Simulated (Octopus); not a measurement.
## NiO in Octopus: the effect of Hubbard term

The system is NiO.

```
Ni O
1.0
     0.00000    2.08590    2.08590
     2.08590    0.00000    2.08590
     2.08590    2.08590    0.00000
Ni O
1 1
Direct
  0.00000 0.00000 0.00000
  0.50000 0.50000 0.50000
```

Alike in all runs:

- Program: Octopus 16.4
- Task: single point
- Functional: PBE
- Potentials or basis: pseudodojo_pbe (PseudoDojo 0.5, PBE)
- Grid spacing: 0.140 Å
- k mesh: 8 × 8 × 8
- Occupations: fermi-dirac, width 0.05 eV
- Spin: collinear spin, ferromagnetic start
- Starting moments: [2.0, 0.0] μB
- Eigensolver: chebyshev_filter
- k-point symmetries used: yes
- ConvRelDens: 1e-06
- ExtraStates: 9
- DerivativesOrder: 8

Q: One run gave: gap on the mesh 1.40 eV. Which Hubbard term did it use?
A. Ni d U = 4 eV
B. U computed self-consistently by ACBN0 on Ni d
C. U computed self-consistently by ACBN0 on all atomic orbitals
D. none

A: A.

| Hubbard term | gap on the mesh (eV) |
| --- | --- |
| none | none |
| Ni d U = 4 eV | 1.40 |
| U computed self-consistently by ACBN0 on Ni d | 2.71 |
| U computed self-consistently by ACBN0 on all atomic orbitals | 3.83 |

Caveats: a cell with one magnetic atom can't hold antiferromagnetic order, which such compounds often take; ACBN0's U hangs on the orbitals chosen and wasn't checked against another program (some runs); semilocal functionals often make such compounds metallic where correlation or magnetic order opens a gap, which also shifts bond lengths (some runs); U acts on the potentials' truncated atomic orbitals, so values differ from other programs' at the same U, and they weren't checked against one (some runs).

A k mesh can miss the band edges.

A gap of «none» marks a metal or a gap under the smearing width.
